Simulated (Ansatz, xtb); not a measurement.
**Ligand exchange: BH(CH3)(OH) + C3H8S → BH(CH3)(SH) + C3H8O**

Species: BH(CH3)(OH), singlet; C3H8S (1-propanethiol) `CCCS`, singlet; BH(CH3)(SH), singlet; C3H8O (1-propanol) `CCCO`, singlet. The partners trade OH for SH: B–OH and C–SH bonds give way to B–SH and C–OH.

Shapes, held fixed at every level: PBE0-D4/def2-TZVP. Flexible molecules stand in one conformer, not always the lowest. Programs: Ansatz 0.2.0, xtb 6.7.1, xtb 6.7.1 later snapshot. Electronic energies: no zero-point or thermal term.

```csv
level,kind,ΔE (kJ/mol),less CCSD(T)/CBS estimate,CPU time (sum over the molecules)
GFN2-xTB,semi-empirical,+61.1,-24.5,0.15 s
PBE-D4/def2-TZVPP,GGA,+78.3,-7.3,26 s
r2SCAN-D4/def2-TZVPP,meta-GGA,+80.0,-5.6,48 s
B3LYP-D4/def2-TZVPP,global hybrid,+84.1,-1.5,43 s
PBE0-D4/def2-TZVPP,global hybrid,+79.6,-6.0,28 s
wB97M-V/def2-TZVPP,range-separated hybrid,+85.6,0.0,1.8 min
CCSD(T)/def2-TZVPP,coupled cluster or CI,+83.6,-2.0,15 min
CCSD/def2-TZVPP,coupled cluster or CI,+83.6,-2.0,–
CCSD(T)/CBS estimate,coupled cluster or CI,+85.6,0.0,18 min
```

The highest level, CCSD(T)/CBS estimate, gives ΔE = +85.6 kJ/mol; the levels span +61.1 to +85.6. The column of differences is taken from that level and isn't an error. No measured value is set beside it here. The CBS estimate extrapolates MP2 from def2-TZVPP and def2-QZVPP and adds CCSD(T) − MP2 in the triple-zeta set, cores frozen. Times are processor times on shared x86 and Arm servers, and rough.

Exchange of OH for SH at boron is strongly uphill at every level, so boron keeps the oxygen and carbon the sulfur. Carbon also binds oxygen more strongly than sulfur, but the preference is greater at boron. The B–O bond is more polar, and the compact oxygen 2p lone pair donates into boron's empty p orbital more effectively than the diffuse sulfur 3p pair. The saturated carbon in the thiol and alcohol has no comparable low-lying acceptor orbital, so forming C–O recovers only part of what is lost at boron.

CCSD and CCSD(T) both give +83.6 kJ/mol in the same basis, which shows that the triples contributions cancel between the two sides, as expected for closed-shell species with matching numbers of bonds. The exact match of wB97M-V with the extrapolated value is probably partly fortuitous, since it lies slightly above CCSD(T) in the shared basis. GFN2-xTB gets the direction right but markedly underestimates the preference. The reaction energy says nothing about the barrier to exchange.
